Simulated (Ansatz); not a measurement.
Input, command and steps of an Ansatz relaxation.

```yaml
crystal:
  lattice:
    - [4.3170602071, 0.0, 0.0]
    - [-2.1585301036, 3.738683809, 0.0]
    - [0.0, 0.0, 5.6146025228]
  atoms:
    - { symbol: Sb, position: [0.3333333333, 0.6666666667, 0.25] }
    - { symbol: Sb, position: [0.6666666667, 0.3333333333, 0.75] }
    - { symbol: Pt, position: [0.0, 0.0, 0.0] }
    - { symbol: Pt, position: [0.0, 0.0, 0.5] }
basis:
  ecutwfc: 420
kpoints:
  mp_grid: { grid: [12, 12, 8] }
hamiltonian:
  xc: pbesol
scf:
  occupations: { method: gaussian, width: 0.1 }
output:
  forces: true
  stress: true
  eigenvalues: true
relax:
  adjacent_minimum: "off"
  f_tol: 0.01
  max_steps: 30
  cell: { stress_tol: 0.1, fix: [volume] }
```

```bash
ansatz run input.yaml --threads 1 --pin off --max-ram 2560MiB --backend cpu --events-out ev --progress --plain --runs-dir out
```

All numbers below come from Ansatz, DFT PBEsol, scalar-relativistic, plane waves, PAW.

The volume is held at 1.1 times that of the relaxed cell.

Of 4 frames 3 are shown, positions in Å and forces in eV/Å; the SCF threshold varies from step to step. Steps run on the plane waves of an earlier cell, with a Pulay correction in the pressure. The basis is chosen afresh for the last frame, the zero of the energies, and at times for earlier ones too; energy and pressure step there, also at an unchanged geometry.

```xyz
4
Lattice="4.3171 0.0000 0.0000 -2.1585 3.7387 0.0000 0.0000 0.0000 5.6146" Properties=species:S:1:pos:R:3:forces:R:3 pbc="T T T" step=1 free_energy_over_end_meV_per_atom=0.15 pressure_GPa=-10.55
Sb    0.0000    2.4925    1.4037    0.0000    0.0000    0.0000
Sb    2.1585    1.2462    4.2110    0.0000    0.0000    0.0000
Pt    0.0000    0.0000    0.0000    0.0000    0.0000    0.0000
Pt    0.0000    0.0000    2.8073    0.0000    0.0000    0.0000
4
Lattice="4.3299 0.0000 0.0000 -2.1650 3.7498 0.0000 0.0000 0.0000 5.5813" Properties=species:S:1:pos:R:3:forces:R:3 pbc="T T T" step=2 free_energy_over_end_meV_per_atom=0.06 pressure_GPa=-10.45
Sb    0.0000    2.4999    1.3953    0.0000    0.0000    0.0000
Sb    2.1650    1.2499    4.1860    0.0000    0.0000    0.0000
Pt    0.0000    0.0000    0.0000    0.0000    0.0000    0.0000
Pt    0.0000    0.0000    2.7907    0.0000    0.0000    0.0000
4
Lattice="4.3248 0.0000 0.0000 -2.1624 3.7454 0.0000 0.0000 0.0000 5.5945" Properties=species:S:1:pos:R:3:forces:R:3 pbc="T T T" step=4 free_energy_over_end_meV_per_atom=0.00 pressure_GPa=-10.49
Sb    0.0000    2.4969    1.3986    0.0000    0.0000    0.0000
Sb    2.1624    1.2485    4.1959    0.0000    0.0000    0.0000
Pt    0.0000    0.0000    0.0000    0.0000    0.0000    0.0000
Pt    0.0000    0.0000    2.7973    0.0000    0.0000    0.0000
```

The run took 74 s on 1 thread of Arm Neoverse V1, with other jobs on the host, peak memory 0.53 GiB.

Spin–orbit coupling is left out, which can shift energies with elements as heavy as these.